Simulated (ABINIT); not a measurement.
# BAs (F-43m) in ABINIT: a series of runs

Runs on BAs. Level: PBE. Tasks: single point, relaxation of cell and atoms.

All numbers are computed with ABINIT 10.8.3 (patched build); they aren't measurements. Logs are shortened: lines on timing, memory, paths and dates and some standing lists are left out, and cuts for length are marked. The log counts tension as positive stress, the text compression.

## Step 1: The structure

Symmetry: F-43m, No. 216, cubic system. Conventional cell: a = 4.777 Å, b = 4.777 Å, c = 4.777 Å, α = 90.00°, β = 90.00°, γ = 90.00°. As (site symmetry -43m) has 4 B at 2.07 Å as nearest neighbours. B (site symmetry -43m) is surrounded by 4 As at 2.07 Å.

## Step 2: Single point, PBE

run.abi

```
# Pseudopotentials
pp_dirpath "./"
pseudos "As.upf, B.upf"

# Structure
acell 3.3778490937 3.3778490937 3.3778490937 Angstrom
rprim
     0.0000000000     0.7071067812     0.7071067812
     0.7071067812     0.0000000000     0.7071067812
     0.7071067812     0.7071067812     0.0000000000
ntypat 2
znucl 33 5
natom 2
typat 1 2
xred
     0.7500000000     0.7500000000     0.7500000000
     0.0000000000     0.0000000000     0.0000000000

# Plane-wave basis
ecut 38.0

# k points
kptopt 1
ngkpt 8 8 8
nshiftk 1
shiftk 0.0 0.0 0.0

# Exchange and correlation
ixc 11

# Bands and occupations
nband 13
occopt 3
tsmear 0.00183747

# SCF cycle
nstep 100
tolvrs 1.0e-10

# Output
iomode 3
prtwf 0
prtden 0
prteig 0
prtebands 0
enunit 2
```

Potentials or basis: PseudoDojo NC SR PBE v0.4.1 standard.

Started as:

```sh
$ abinit run.abi > log 2>&1
```

run.abo:

```text
.Version 10.8.3 of ABINIT
 Symmetries : space group F-4 3 m (#216); Bravais cF (face-center cubic)
================================================================================
 Values of the parameters that define the memory need of the present run
     intxc =       0    ionmov =       0      iscf =       7    lmnmax =       6
     lnmax =       6     mgfft =      36  mpssoang =       3    mqgrid =    3001
     natom =       2  nloc_mem =       1    nspden =       1   nspinor =       1
    nsppol =       1      nsym =      24    n1xccc =    2501    ntypat =       2
    occopt =       3   xclevel =       2
       mpw =        2068          nfft =       46656          nkpt =          29
================================================================================
================================================================================

--------------------------------------------------------------------------------
------------- Echo of variables that govern the present computation ------------
--------------------------------------------------------------------------------
 -outvars: echo values of preprocessed input variables --------
            acell      6.3832096817E+00  6.3832096817E+00  6.3832096817E+00 Bohr
              amu      7.49215900E+01  1.08110000E+01
             ecut      3.80000000E+01 Hartree
           enunit           2
              ixc          11
         kptrlatt        8    0    0      0    8    0      0    0    8
          kptrlen      5.10656775E+01
            natom           2
            nband          13
            ngfft          36      36      36
             nkpt          29
            nstep         100
             nsym          24
           ntypat           2
           occopt           3
           prtden           0
        prtebands           0
           prteig           0
            prtwf           0
            rprim      0.0000000000E+00  7.0710678120E-01  7.0710678120E-01
                       7.0710678120E-01  0.0000000000E+00  7.0710678120E-01
                       7.0710678120E-01  7.0710678120E-01  0.0000000000E+00
          spgroup         216
           tolvrs      1.00000000E-10
           tsmear      1.83747000E-03 Hartree
            typat      1  2
           xangst      3.5827500000E+00  3.5827500000E+00  3.5827500000E+00
                       0.0000000000E+00  0.0000000000E+00  0.0000000000E+00
            xcart      6.7704162777E+00  6.7704162777E+00  6.7704162777E+00
                       0.0000000000E+00  0.0000000000E+00  0.0000000000E+00
             xred      7.5000000000E-01  7.5000000000E-01  7.5000000000E-01
                       0.0000000000E+00  0.0000000000E+00  0.0000000000E+00
            znucl       33.00000    5.00000

================================================================================

 chkinp: Checking input parameters for consistency.

================================================================================
== DATASET  1 ==================================================================

--- !DatasetInfo
iteration_state: {dtset: 1, }
dimensions: {natom: 2, nkpt: 29, mband: 13, nsppol: 1, nspinor: 1, nspden: 1, mpw: 2068, }
cutoff_energies: {ecut:  38.0, pawecutdg:  -1.0, }
electrons: {nelect:   1.80000000E+01, charge:   0.00000000E+00, occopt:   3.00000000E+00, tsmear:   1.83747000E-03, }
meta: {optdriver: 0, ionmov: 0, optcell: 0, iscf: 7, paral_kgb: 0, }
...

 Exchange-correlation functional for the present dataset will be:
  GGA: Perdew-Burke-Ernzerhof functional - ixc=11
  J.P.Perdew, K.Burke, M.Ernzerhof, PRL 77, 3865 (1996)

 Real(R)+Recip(G) space primitive vectors, cartesian coordinates (Bohr,Bohr^-1):
 R(1)=  0.0000000  4.5136109  4.5136109  G(1)= -0.1107761  0.1107761  0.1107761
 R(2)=  4.5136109  0.0000000  4.5136109  G(2)=  0.1107761 -0.1107761  0.1107761
 R(3)=  4.5136109  4.5136109  0.0000000  G(3)=  0.1107761  0.1107761 -0.1107761
 Unit cell volume ucvol=  1.8390873E+02 bohr^3
 Angles (23,13,12)=  6.00000000E+01  6.00000000E+01  6.00000000E+01 degrees

 getcut: wavevector=  0.0000  0.0000  0.0000  ngfft=  36  36  36
         ecut(hartree)=     38.000   => boxcut(ratio)=   2.03239

--- Pseudopotential description ------------------------------------------------
- pspini: atom type   1  psp file is ./As.upf
12 -101130 2 -1 1358                          pspcod,pspxc,lmax,lloc,mmax
     nproj     2     2     2

- pspini: atom type   2  psp file is ./B.upf
12 -101130 1 -1 1534                          pspcod,pspxc,lmax,lloc,mmax
     nproj     2     2     0

   5.81353049E+02                                ecore*ucvol(ha*bohr**3)
--------------------------------------------------------------------------------

================================================================================

--- !BeginCycle
iteration_state: {dtset: 1, }
solver: {iscf: 7, nstep: 100, nline: 4, wfoptalg: 0, }
tolerances: {tolvrs: 1.00E-10, }
...

     iter   Etot(hartree)      deltaE(h)  residm     vres2
 ETOT  1  -108.02572237014    -1.080E+02 1.854E+00 1.702E+02
 ETOT  2  -108.99316409111    -9.674E-01 1.693E-02 9.454E+01
 ETOT  3  -109.00835634248    -1.519E-02 7.433E-03 3.986E+00
 ETOT  4  -109.00887512053    -5.188E-04 5.366E-03 6.100E-01
 ETOT  5  -109.00898957823    -1.145E-04 1.670E-03 8.166E-03
 ETOT  6  -109.00899105282    -1.475E-06 1.178E-03 6.270E-04
 ETOT  7  -109.00899114622    -9.340E-08 3.346E-04 2.980E-06
 ETOT  8  -109.00899114642    -1.958E-10 2.324E-04 1.162E-07
 ETOT  9  -109.00899114643    -1.589E-11 6.404E-05 4.577E-09
 ETOT 10  -109.00899114643    -2.629E-12 4.470E-05 9.236E-12

 At SCF step   10       vres2   =  9.24E-12 < tolvrs=  1.00E-10 =>converged.

 Cartesian components of stress tensor (hartree/bohr^3)
  sigma(1 1)= -4.52009055E-05  sigma(3 2)=  0.00000000E+00
  sigma(2 2)= -4.52009055E-05  sigma(3 1)=  0.00000000E+00
  sigma(3 3)= -4.52009055E-05  sigma(2 1)=  0.00000000E+00

--- !ResultsGS
iteration_state: {dtset: 1, }
comment   : Summary of ground state results
lattice_vectors:
- [  0.0000000,   4.5136109,   4.5136109, ]
- [  4.5136109,   0.0000000,   4.5136109, ]
- [  4.5136109,   4.5136109,   0.0000000, ]
lattice_lengths: [   6.38321,    6.38321,    6.38321, ]
lattice_angles: [ 60.000,  60.000,  60.000, ] # degrees, (23, 13, 12)
lattice_volume:   1.8390873E+02
convergence: {deltae: -2.629E-12, res2:  9.236E-12, residm:  4.470E-05, diffor: null, }
etotal    :  -1.09008991E+02
entropy   :   0.00000000E+00
fermie    :   2.62812492E-01
cartesian_stress_tensor: # hartree/bohr^3
- [ -4.52009055E-05,   0.00000000E+00,   0.00000000E+00, ]
- [  0.00000000E+00,  -4.52009055E-05,   0.00000000E+00, ]
- [  0.00000000E+00,   0.00000000E+00,  -4.52009055E-05, ]
pressure_GPa:   1.3299E+00
xred      :
- [  7.5000E-01,   7.5000E-01,   7.5000E-01, As]
- [  0.0000E+00,   0.0000E+00,   0.0000E+00,  B]
cartesian_forces: # hartree/bohr
- [ -2.38624490E-28,  -2.38624490E-28,   7.15873471E-28, ]
- [  2.38624490E-28,   2.38624490E-28,  -7.15873471E-28, ]
force_length_stats: {min:   7.91427900E-28, max:   7.91427900E-28, mean:   7.91427900E-28, }
...

 Integrated electronic density in atomic spheres:
 ------------------------------------------------
 Atom  Sphere_radius  Integrated_density
    1        2.00000         12.46496445
    2        2.00000          2.55689541
================================================================================

 ----iterations are completed or convergence reached----

 Mean square residual over all n,k,spin=   17.933E-08; max=  44.702E-06
 reduced coordinates (array xred) for    2 atoms
       0.750000000000      0.750000000000      0.750000000000
       0.000000000000      0.000000000000      0.000000000000
 rms dE/dt=  3.0464E-27; max dE/dt=  4.3082E-27; dE/dt below (all hartree)
    1      -0.000000000000     -0.000000000000      0.000000000000
    2       0.000000000000      0.000000000000      0.000000000000

 cartesian coordinates (angstrom) at end:
    1      3.58275000003832     3.58275000003832     3.58275000003832
    2      0.00000000000000     0.00000000000000     0.00000000000000

 cartesian forces (hartree/bohr) at end:
    1     -0.00000000000000    -0.00000000000000     0.00000000000000
    2      0.00000000000000     0.00000000000000    -0.00000000000000
 frms,max,avg= 4.5693111E-28 7.1587347E-28   0.000E+00  0.000E+00  0.000E+00 h/b

 cartesian forces (eV/Angstrom) at end:
    1     -0.00000000000000    -0.00000000000000     0.00000000000000
    2      0.00000000000000     0.00000000000000    -0.00000000000000
 frms,max,avg= 2.3496342E-26 3.6811694E-26   0.000E+00  0.000E+00  0.000E+00 e/A
 length scales=  6.383209681739  6.383209681739  6.383209681739 bohr
              =  3.377849093700  3.377849093700  3.377849093700 angstroms
 Fermi (or HOMO) energy (hartree) =   0.26281   Average Vxc (hartree)=  -0.41171
 Eigenvalues (hartree) for nkpt=  29  k points:
 kpt#   1, nband= 13, wtk=  0.00195, kpt=  0.0000  0.0000  0.0000 (reduced coord)
  -1.07861   -1.07861   -1.07861   -1.07789   -1.07789   -0.32460    0.24124    0.24124
   0.24124    0.36222    0.36222    0.36222    0.41351
      occupation numbers for kpt#   1
   2.00000    2.00000    2.00000    2.00000    2.00000    2.00000    1.99998    1.99998
   1.99998    0.00000    0.00000    0.00000    0.00000
 prteigrs : prtvol=0 or 1, do not print more k-points.

 Fermi (or HOMO) energy (eV) =   7.15149   Average Vxc (eV)= -11.20314
 Eigenvalues (   eV  ) for nkpt=  29  k points:
 kpt#   1, nband= 13, wtk=  0.00195, kpt=  0.0000  0.0000  0.0000 (reduced coord)
 -29.35043  -29.35043  -29.35043  -29.33098  -29.33098   -8.83274    6.56442    6.56442
   6.56442    9.85664    9.85664    9.85664   11.25206
 prteigrs : prtvol=0 or 1, do not print more k-points.

--- !EnergyTerms
iteration_state     : {dtset: 1, }
comment             : Components of total free energy in Hartree
kinetic             :  7.83035307294934E+01
hartree             :  3.04851161798449E+01
xc                  : -2.50086173679146E+01
Ewald energy        : -6.34210613324058E+01
psp_core            :  3.16109552447052E+00
local_psp           : -8.02186631638845E+01
non_local_psp       : -5.23103917115390E+01
internal            : -1.09008991141935E+02
'-kT*entropy'       : -4.49959788653277E-09
total_energy        : -1.09008991146435E+02
total_energy_eV     : -2.96628576237035E+03
band_energy         : -1.07826548496364E+01
...

 Cartesian components of stress tensor (hartree/bohr^3)
  sigma(1 1)= -4.52009055E-05  sigma(3 2)=  0.00000000E+00
  sigma(2 2)= -4.52009055E-05  sigma(3 1)=  0.00000000E+00
  sigma(3 3)= -4.52009055E-05  sigma(2 1)=  0.00000000E+00

-Cartesian components of stress tensor (GPa)         [Pressure=  1.3299E+00 GPa]
- sigma(1 1)= -1.32985655E+00  sigma(3 2)=  0.00000000E+00
- sigma(2 2)= -1.32985655E+00  sigma(3 1)=  0.00000000E+00
- sigma(3 3)= -1.32985655E+00  sigma(2 1)=  0.00000000E+00

== END DATASET(S) ==============================================================
================================================================================

 -outvars: echo values of variables after computation  --------
            acell      6.3832096817E+00  6.3832096817E+00  6.3832096817E+00 Bohr
           etotal     -1.0900899115E+02
            fcart     -2.3862449038E-28 -2.3862449038E-28  7.1587347113E-28
                       2.3862449038E-28  2.3862449038E-28 -7.1587347113E-28
            rprim      0.0000000000E+00  7.0710678120E-01  7.0710678120E-01
                       7.0710678120E-01  0.0000000000E+00  7.0710678120E-01
                       7.0710678120E-01  7.0710678120E-01  0.0000000000E+00
           strten     -4.5200905492E-05 -4.5200905492E-05 -4.5200905492E-05
                       0.0000000000E+00  0.0000000000E+00  0.0000000000E+00
           xangst      3.5827500000E+00  3.5827500000E+00  3.5827500000E+00
                       0.0000000000E+00  0.0000000000E+00  0.0000000000E+00
             xred      7.5000000000E-01  7.5000000000E-01  7.5000000000E-01
                       0.0000000000E+00  0.0000000000E+00  0.0000000000E+00
 Calculation completed.
```

Run time: 24 s. Hardware: 1 thread of Arm Neoverse V1, shared host; peak memory 0.07 GiB.

What came out:

```
Free energy                                           : -2966.2858 eV
Band gap on the k mesh                                : 1.21 eV, indirect (least direct gap 3.29 eV)
Valence electrons inside the program's atomic spheres : As 12.46; B 2.56
```

Caveat: the cutoff is too short for stress, so the log's stress isn't used. A k mesh can miss the band edges.

## Step 3: Relaxation of cell and atoms, PBE

run.abi

```
pp_dirpath "./"
pseudos "As.upf, B.upf"

acell 3.3778490937 3.3778490937 3.3778490937 Angstrom
rprim
     0.0000000000     0.7071067812     0.7071067812
     0.7071067812     0.0000000000     0.7071067812
     0.7071067812     0.7071067812     0.0000000000
ntypat 2
znucl 33 5
natom 2
typat 1 2
chkprim 0
chksymtnons 0
tolsym 1.0e-6
xred
            3/4            3/4            3/4
            0.0            0.0            0.0

ecut 38.0
ecutsm 0.5

kptopt 1
ngkpt 8 8 8
nshiftk 1
shiftk 0.0 0.0 0.0

ixc 11

nband 13
occopt 3
tsmear 0.05 eV

nstep 80
tolvrs 1.0e-12

iomode 3
prteig 0
prtebands 0
prtwf 0
prtden 0

ionmov 22
optcell 2
ntime 50
tolmxf 2.0e-5
dilatmx 1.08
```

Potentials or basis: PseudoDojo NC SR PBE v0.4.1 standard.

Started as:

```sh
$ abinit run.abi > log 2>&1
```

It took 2.3 min on 1 thread of Arm Neoverse V1, shared host; peak memory 0.09 GiB.

Results (log left out):

| Quantity | Value |
| --- | --- |
| Free energy | -2966.2879 eV |
| Band gap on the k mesh | 1.23 eV, indirect (least direct gap 3.27 eV) |

Caveat: the cutoff is too short for stress, so the log's stress isn't used. A k mesh can miss the band edges.
